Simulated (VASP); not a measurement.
# KF (P4/mmm) in VASP: settings compared

Aim: see how the results for KF move with the level of theory and the settings. Levels: PBE, r2SCAN. Tasks: single point.

All numbers are computed with VASP 6.6.1; they aren't measurements. Logs are shortened: lines on timing, memory, paths and dates and some standing lists are left out, and cuts for length are marked.

## Step 1: The cell of the first run

The structure is tetragonal, space group P4/mmm (No. 123). The conventional cell has a = 3.179 Å, b = 3.179 Å, c = 3.353 Å, α = 90.00°, β = 90.00°, γ = 90.00°. K (site symmetry 4/mmm) has 8 F at 2.80 Å and 4 K at 3.18 Å as nearest neighbours. F (site symmetry 4/mmm) has 8 K at 2.80 Å and 4 F at 3.18 Å as nearest neighbours.

The cell was built by a generator and needn't be a form met in nature.

## Step 2: Single point, PBE (uniaxial_x strain +5.5%)

The input, INCAR:

```
PREC = Accurate ; ENCUT = 520
EDIFF = 1E-7 ; ISMEAR = -1
SIGMA = 0.02 ; LREAL = F
LASPH = T ; NELM = 100
ALGO = Normal ; ISIF = 2
LWAVE = F ; LCHARG = T
GGA = PE ; LELF = T
LVHAR = T ; NBANDS = 15
```

The input, KPOINTS:

```
Automatic mesh
0
Gamma
  8 8 8
```

The input, POSCAR:

```
KF
1.0
    3.3533906819      0.0000000000      0.0000000000
    0.0000000000      3.1788706815      0.0000000000
    0.0000000000      0.0000000000      3.1788706815
K F
1 1
Direct
    0.0000000000      0.0000000000      0.0000000000
    0.5000000000      0.5000000000      0.5000000000
```

Potentials or basis: VASP PAW PBE potentials, release 64 (K_sv, F).

Started as:

```
> cat potpaw_PBE.64/K_sv/POTCAR potpaw_PBE.64/F/POTCAR > POTCAR
> mpirun -np 1 vasp_std > vasp.out
```

OUTCAR:

```text
PREC = Accurate
   ENCUT = 520
   EDIFF = 1E-7
   ISMEAR = -1
   LREAL = F
   LASPH = T
   NELM = 100
   ISIF = 2
   GGA = PE

 ion  position               nearest neighbor table
   1  0.000  0.000  0.000-   2 2.80   2 2.80   2 2.80   2 2.80   2 2.80   2 2.80   2 2.80   2 2.80

   2  0.500  0.500  0.500-   1 2.80   1 2.80   1 2.80   1 2.80   1 2.80   1 2.80   1 2.80   1 2.80

  LATTYP: Found a simple tetragonal cell.
 ALAT       =     3.1788706815
 C/A-ratio  =     1.0549000000

  Lattice vectors:

 A1 = (   0.0000000000,   3.1788706815,   0.0000000000)
 A2 = (   0.0000000000,   0.0000000000,   3.1788706815)
 A3 = (   3.3533906819,   0.0000000000,   0.0000000000)

Analysis of symmetry for initial positions (statically):
=====================================================================
 Subroutine PRICEL returns:
 Original cell was already a primitive cell.

 Routine SETGRP: Setting up the symmetry group for a
 simple tetragonal supercell.

 Subroutine GETGRP returns: Found 16 space group operations
 (whereof 16 operations were pure point group operations)
 out of a pool of 16 trial point group operations.

The static configuration has the point symmetry D_4h.

Analysis of symmetry for dynamics (positions and initial velocities):
=====================================================================
 Subroutine PRICEL returns:
 Original cell was already a primitive cell.

 Routine SETGRP: Setting up the symmetry group for a
 simple tetragonal supercell.

 Subroutine GETGRP returns: Found 16 space group operations
 (whereof 16 operations were pure point group operations)
 out of a pool of 16 trial point group operations.

The dynamic configuration has the point symmetry D_4h.

 Subroutine INISYM returns: Found 16 space group operations
 (whereof 16 operations are pure point group operations),
 and found     1 'primitive' translations

----------------------------------------------------------------------------------------

                                     Primitive cell

  volume of cell :      33.8867

  direct lattice vectors                    reciprocal lattice vectors
     3.353390682  0.000000000  0.000000000     0.298205636  0.000000000  0.000000000
     0.000000000  3.178870681  0.000000000     0.000000000  0.314577125  0.000000000
     0.000000000  0.000000000  3.178870681     0.000000000  0.000000000  0.314577125

  length of vectors
     3.353390682  3.178870681  3.178870681     0.298205636  0.314577125  0.314577125
[... 91 lines left out ...]
   PSTRESS=    0.0 pullay stress
   NELECT =      16.0000    total number of electrons
   NUPDOWN=      -1.0000    fix difference up-down
   EMIN   =  10.00;   EMAX   =-10.00  energy-range for DOS
   EFERMI =   0.00;   METHOD = LEGACY
   ISMEAR =    -1;   SIGMA  =   0.02  broadening in eV -4-tet -1-fermi 0-gaus
   EFERMI_NEDOS =   21; number of points for ismear=-14 and -15
   IALGO  =     38    algorithm
   IMIX   =      4    mixing-type and parameters
     AMIX     =   0.40;   BMIX     =  1.00
     AMIX_MAG =   1.60;   BMIX_MAG =  1.00
  volume/ion in A,a.u.               =      16.94       114.34
  Fermi-wavevector in a.u.,A,eV,Ry     =   1.274789  2.409001 22.110640  1.625086
  Thomas-Fermi vector in A             =   2.407537
   LORBIT       =      0    0 simple, 1 ext, 2 COOP (PROOUT), +10 PAW based schemes
   GGA     = PE    functional components
   LHFCALC =     F    Hartree Fock is set to
   AEXX    =    0.0000 exact exchange contribution
   IVDW    =     0    specifies the selected vdW correction
   LEPSILON=     F    determine dielectric tensor
   LRPA    =     F    only Hartree local field effects (RPA)
 non-spin polarized calculation
  energy-cutoff  :      520.00
  volume of cell :       33.89
 maximum number of plane-waves:       940
 NGX is ok and might be reduce to    28
   NGX = 13   NGY = 11   NGZ = 11

 number of electron      15.9999991 magnetization

 Free energy of the ion-electron system (eV)
  ---------------------------------------------------
  ext. energy  EPLUGINS =         0.00000000
  ---------------------------------------------------
  free energy    TOTEN  =        -8.07338308 eV

  energy without entropy =       -8.07338308  energy(sigma->0) =       -8.07338308

 E-fermi :  -1.4099     XC(G=0):  -9.1274

 val. band max:       -1.8928148512   @ k =   0.5000   0.5000   0.0000
 cond. band min:       4.4228319333   @ k =   0.0000   0.0000   0.0000
 fundamental gap:      6.3156467845
 Fermi energy:        -1.4099370661

 k-point     1 :       0.0000    0.0000    0.0000
  band No.  band energies     occupation
      1     -28.9648      2.00000
      2     -20.8758      2.00000
      3     -12.0464      2.00000
      4     -11.9189      2.00000
      5     -11.9189      2.00000
      6      -2.1211      2.00000
      7      -1.9420      2.00000
      8      -1.9420      2.00000
      9       4.4228      0.00000
     10       6.2910      0.00000
     11       6.3834      0.00000
     12      11.8680      0.00000
     13      11.8680      0.00000
     14      12.2010      0.00000
[... 401 lines left out ...]
      2     -20.8073      2.00000
      3     -12.8724      2.00000
      4     -12.5299      2.00000
      5     -11.7432      2.00000
      6      -2.6951      2.00000
      7      -2.5056      2.00000
      8      -1.9129      2.00000
      9       6.9290      0.00000
     10       7.0499      0.00000
     11      10.0490      0.00000
     12      10.5711      0.00000
     13      10.9650      0.00000
     14      12.0004      0.00000
     15      14.3956      0.00000

 [... further k-points ...]

------------------------ aborting loop because EDIFF is reached ----------------------------------------

  FORCE on cell =-STRESS in cart. coord.  units (eV):
  Direction    XX          YY          ZZ          XY          YZ          ZX
  --------------------------------------------------------------------------------------
  -------------------------------------------------------------------------------------
  Total       -0.5019579      0.4868094      0.4868094      0.0000000      0.0000000      0.0000000
  in kB      -23.7327484     23.0165212     23.0165212      0.0000000      0.0000000      0.0000000
  external PRESSURE =       7.4334313 kB  Pullay stress =       0.0000000 kB

 VOLUME and BASIS-vectors are now :
 -----------------------------------------------------------------------------
  energy-cutoff  :      520.00
  volume of cell :       33.89
      direct lattice vectors                 reciprocal lattice vectors
     3.353390682  0.000000000  0.000000000     0.298205636  0.000000000  0.000000000
     0.000000000  3.178870681  0.000000000     0.000000000  0.314577125  0.000000000
     0.000000000  0.000000000  3.178870681     0.000000000  0.000000000  0.314577125

 POSITION                                       TOTAL-FORCE (eV/Angst)
 -----------------------------------------------------------------------------------
      0.00000      0.00000      0.00000         0.000000      0.000000      0.000000
      1.67670      1.58944      1.58944         0.000000      0.000000      0.000000
 -----------------------------------------------------------------------------------
    total drift:                                0.000000      0.000000      0.000000

  FREE ENERGIE OF THE ION-ELECTRON SYSTEM (eV)
  ---------------------------------------------------
  free  energy   TOTEN  =        -8.0733830780 eV

  energy  without entropy=       -8.0733830780  energy(sigma->0) =       -8.07338308
```

stdout:

```text
POSCAR found type information on POSCAR K F
 POSCAR found :  2 types and       2 ions
 scaLAPACK will be used
 LDA part: xc-table for (Slater+PW92), standard interpolation
 POSCAR, INCAR and KPOINTS ok, starting setup
 FFT: planning ... GRIDC
 FFT: planning ... GRID_SOFT
 FFT: planning ... GRID
 WAVECAR not read
 entering main loop
```

It took 29 s on 1 thread of AMD EPYC 7R43 (Zen 3), shared host; peak memory 0.13 GiB.

Results:

```yaml
Free_energy: -8.0734 eV
Pressure: 0.7 GPa
Band_gap_on_the_k_mesh: 6.32 eV, indirect (least direct gap 6.36 eV)
```

A k mesh can miss the band edges.

## Step 3: Single point, r2SCAN (uniaxial_x strain +5.5%)

POSCAR is that of step 2.

The input, INCAR.step1:

```
PREC = Accurate ; ENCUT = 520
ISMEAR = 0 ; SIGMA = 0.01
LREAL = F ; LASPH = T
NELM = 80 ; NBANDS = 15
GGA = PE ; ALGO = Normal
EDIFF = 1E-4 ; LWAVE = T
LCHARG = F
```

The input, INCAR.step2:

```
PREC = Accurate ; ENCUT = 520
EDIFF = 1E-6 ; ISMEAR = 0
SIGMA = 0.01 ; LREAL = F
LASPH = T ; NELM = 80
ALGO = Normal ; ISIF = 2
LWAVE = F ; LCHARG = F
METAGGA = R2SCAN ; LMIXTAU = T
NBANDS = 15 ; ISTART = 1
```

The input, KPOINTS:

```
regular mesh
0
Gamma
  8 8 8
```

Potentials or basis: VASP PAW PBE potentials, release 64 (K_sv, F).

Started as:

```
> cat potpaw_PBE.64/K_sv/POTCAR potpaw_PBE.64/F/POTCAR > POTCAR
> cp INCAR.step1 INCAR
> mpirun -np 1 vasp_std > vasp.out
> cp INCAR.step2 INCAR
> mpirun -np 1 vasp_std > vasp.out
```

Wall time 2.5 min (1 thread of AMD EPYC 7R43 (Zen 3), shared host); peak memory 0.13 GiB.

The run converged. Its results:

| Property | Result |
| --- | --- |
| Free energy | -14.8329 eV |
| Pressure | -2.0 GPa |
| Band gap on the k mesh | 7.22 eV, indirect (least direct gap 7.27 eV) |

Stress tensor (GPa, compression positive):
```
-5.15  0.00  0.00
 0.00 -0.44  0.00
 0.00  0.00 -0.44
```

Levels at points of the mesh, in eV from the valence-band top:
| k point | band 5 | band 6 | band 7 | band 8 | band 9 | band 10 | band 11 | band 12 |
| --- | --- | --- | --- | --- | --- | --- | --- | --- |
| (0.00, 0.00, 0.00) | -10.27 | -0.22 | -0.05 | -0.05 | 7.22 | 8.89 | 9.01 | 14.70 |
| (0.50, 0.00, 0.00) | -10.18 | -1.26 | -0.17 | -0.17 | 9.82 | 9.96 | 11.81 | 13.67 |
| (0.00, 0.50, 0.00) | -10.14 | -1.28 | -0.37 | -0.13 | 10.02 | 10.48 | 12.06 | 13.02 |
| (0.50, 0.50, 0.00) | -10.09 | -0.72 | -0.64 | 0.00 | 9.40 | 9.71 | 12.75 | 13.15 |
| (0.00, 0.50, 0.50) | -10.15 | -0.69 | -0.69 | -0.17 | 8.91 | 9.97 | 12.38 | 12.38 |
| (0.50, 0.50, 0.50) | -10.75 | -1.12 | -1.12 | -1.09 | 10.85 | 11.48 | 11.48 | 16.22 |

Caveat: the PAW data sets were made with another functional, which shifts forces and pressure a little. A k mesh can miss the band edges.

## Step 4: Single point, PBE (epitaxial_xy strain +0.6%)

The input, INCAR:

```
PREC = Accurate
ENCUT = 520
EDIFF = 1E-6
ISMEAR = -1
SIGMA = 0.02
LREAL = F
LASPH = T
NELM = 80
ALGO = Fast
ISIF = 2
LWAVE = F
LCHARG = F
GGA = PE
NBANDS = 15
```

The input, KPOINTS:

```
Automatic mesh
0
Gamma
  8 8 8
```

The input, POSCAR:

```
KF
1.0
    3.1988975668      0.0000000000      0.0000000000
    0.0000000000      3.1988975668      0.0000000000
    0.0000000000      0.0000000000      3.1752241901
K F
1 1
Direct
    0.0000000000      0.0000000000      0.0000000000
    0.5000000000      0.5000000000      0.5000000000
```

Potentials or basis: VASP PAW PBE potentials, release 64 (K_sv, F).

Started as:

```
> cat potpaw_PBE.64/K_sv/POTCAR potpaw_PBE.64/F/POTCAR > POTCAR
> mpirun -np 1 vasp_std > vasp.out
```

OUTCAR:

```text
PREC = Accurate
   ENCUT = 520
   EDIFF = 1E-6
   ISMEAR = -1
   LREAL = F
   LASPH = T
   NELM = 80
   ISIF = 2
   GGA = PE

 ion  position               nearest neighbor table
   1  0.000  0.000  0.000-   2 2.76   2 2.76   2 2.76   2 2.76   2 2.76   2 2.76   2 2.76   2 2.76

   2  0.500  0.500  0.500-   1 2.76   1 2.76   1 2.76   1 2.76   1 2.76   1 2.76   1 2.76   1 2.76

  LATTYP: Found a simple tetragonal cell.
 ALAT       =     3.1988975668
 C/A-ratio  =     0.9925995202

  Lattice vectors:

 A1 = (   3.1988975668,   0.0000000000,   0.0000000000)
 A2 = (   0.0000000000,   3.1988975668,   0.0000000000)
 A3 = (   0.0000000000,   0.0000000000,   3.1752241901)

Analysis of symmetry for initial positions (statically):
=====================================================================
 Subroutine PRICEL returns:
 Original cell was already a primitive cell.

 Routine SETGRP: Setting up the symmetry group for a
 simple tetragonal supercell.

 Subroutine GETGRP returns: Found 16 space group operations
 (whereof 16 operations were pure point group operations)
 out of a pool of 16 trial point group operations.

The static configuration has the point symmetry D_4h.

Analysis of symmetry for dynamics (positions and initial velocities):
=====================================================================
 Subroutine PRICEL returns:
 Original cell was already a primitive cell.

 Routine SETGRP: Setting up the symmetry group for a
 simple tetragonal supercell.

 Subroutine GETGRP returns: Found 16 space group operations
 (whereof 16 operations were pure point group operations)
 out of a pool of 16 trial point group operations.

The dynamic configuration has the point symmetry D_4h.

 Subroutine INISYM returns: Found 16 space group operations
 (whereof 16 operations are pure point group operations),
 and found     1 'primitive' translations

----------------------------------------------------------------------------------------
[... 123 lines left out ...]
   LRPA    =     F    only Hartree local field effects (RPA)
 non-spin polarized calculation
 RMM-DIIS sequential band-by-band and
  energy-cutoff  :      520.00
  volume of cell :       32.49
 maximum number of plane-waves:       912
 NGX is ok and might be reduce to    24
   NGX = 11   NGY = 11   NGZ = 11

 number of electron      15.9999985 magnetization

 Free energy of the ion-electron system (eV)
  ---------------------------------------------------
  ext. energy  EPLUGINS =         0.00000000
  ---------------------------------------------------
  free energy    TOTEN  =        -8.07483480 eV

  energy without entropy =       -8.07483480  energy(sigma->0) =       -8.07483480

 E-fermi :  -1.3232     XC(G=0):  -9.3347

 val. band max:       -1.8148932438   @ k =   0.5000   0.5000   0.0000
 cond. band min:       4.8780967892   @ k =   0.0000   0.0000   0.0000
 fundamental gap:      6.6929900330
 Fermi energy:        -1.3232265045

 k-point     1 :       0.0000    0.0000    0.0000
  band No.  band energies     occupation
      1     -28.7138      2.00000
      2     -20.7875      2.00000
      3     -11.6695      2.00000
      4     -11.6695      2.00000
      5     -11.6474      2.00000
      6      -1.8809      2.00000
      7      -1.8809      2.00000
      8      -1.8543      2.00000
      9       4.8781      0.00000
     10       6.5222      0.00000
     11       6.5397      0.00000
     12      12.3456      0.00000
     13      12.3988      0.00000
     14      12.3988      0.00000
[... 401 lines left out ...]
      2     -20.8021      2.00000
      3     -12.4458      2.00000
      4     -11.7011      2.00000
      5     -11.6519      2.00000
      6      -2.9461      2.00000
      7      -2.1597      2.00000
      8      -1.9895      2.00000
      9       8.0542      0.00000
     10       8.3454      0.00000
     11       8.7333      0.00000
     12      10.2892      0.00000
     13      11.7748      0.00000
     14      11.9975      0.00000
     15      15.4268      0.00000

 [... further k-points ...]

------------------------ aborting loop because EDIFF is reached ----------------------------------------

  FORCE on cell =-STRESS in cart. coord.  units (eV):
  Direction    XX          YY          ZZ          XY          YZ          ZX
  --------------------------------------------------------------------------------------
  -------------------------------------------------------------------------------------
  Total        0.4574073      0.4574073      0.5953880      0.0000000      0.0000000     -0.0000000
  in kB       22.5547785     22.5547785     29.3586183      0.0000000      0.0000000     -0.0000000
  external PRESSURE =      24.8227251 kB  Pullay stress =       0.0000000 kB

 VOLUME and BASIS-vectors are now :
 -----------------------------------------------------------------------------
  energy-cutoff  :      520.00
  volume of cell :       32.49
      direct lattice vectors                 reciprocal lattice vectors
     3.198897567  0.000000000  0.000000000     0.312607697  0.000000000  0.000000000
     0.000000000  3.198897567  0.000000000     0.000000000  0.312607697  0.000000000
     0.000000000  0.000000000  3.175224190     0.000000000  0.000000000  0.314938392

 POSITION                                       TOTAL-FORCE (eV/Angst)
 -----------------------------------------------------------------------------------
      0.00000      0.00000      0.00000         0.000000      0.000000      0.000000
      1.59945      1.59945      1.58761         0.000000      0.000000      0.000000
 -----------------------------------------------------------------------------------
    total drift:                                0.000000      0.000000     -0.000000

  FREE ENERGIE OF THE ION-ELECTRON SYSTEM (eV)
  ---------------------------------------------------
  free  energy   TOTEN  =        -8.0748347994 eV

  energy  without entropy=       -8.0748347994  energy(sigma->0) =       -8.07483480
```

It took 43 s on 1 thread of AMD EPYC 7R43 (Zen 3), shared host; peak memory 0.12 GiB.

Results:

| Item | Value |
| --- | --- |
| Free energy | -8.0748 eV |
| Pressure | 2.5 GPa |
| Band gap on the k mesh | 6.69 eV, indirect (least direct gap 6.73 eV) |

Stress tensor (GPa, compression positive):
```
2.26 0.00 0.00
0.00 2.26 0.00
0.00 0.00 2.94
```

A k mesh can miss the band edges.

## Step 5: Overview

```csv
level,cell,smearing,gap on the mesh (eV),pressure (GPa)
PBE,uniaxial_x strain +5.5%,fermi-dirac 0.02 eV,6.32,0.7
r2SCAN,uniaxial_x strain +5.5%,gaussian 0.01 eV,7.22,-2.0
PBE,epitaxial_xy strain +0.6%,fermi-dirac 0.02 eV,6.69,2.5
```

Alike in all rows: task single point; potentials or basis VASP PAW PBE potentials, release 64 (K_sv, F); no spin polarisation; k mesh 8 × 8 × 8; cutoff (eV) 520.

Caveats: the PAW data sets were made with another functional, which shifts forces and pressure a little (some runs).

Total energies depend on the potentials used, so only differences within one code and one set of settings carry meaning.
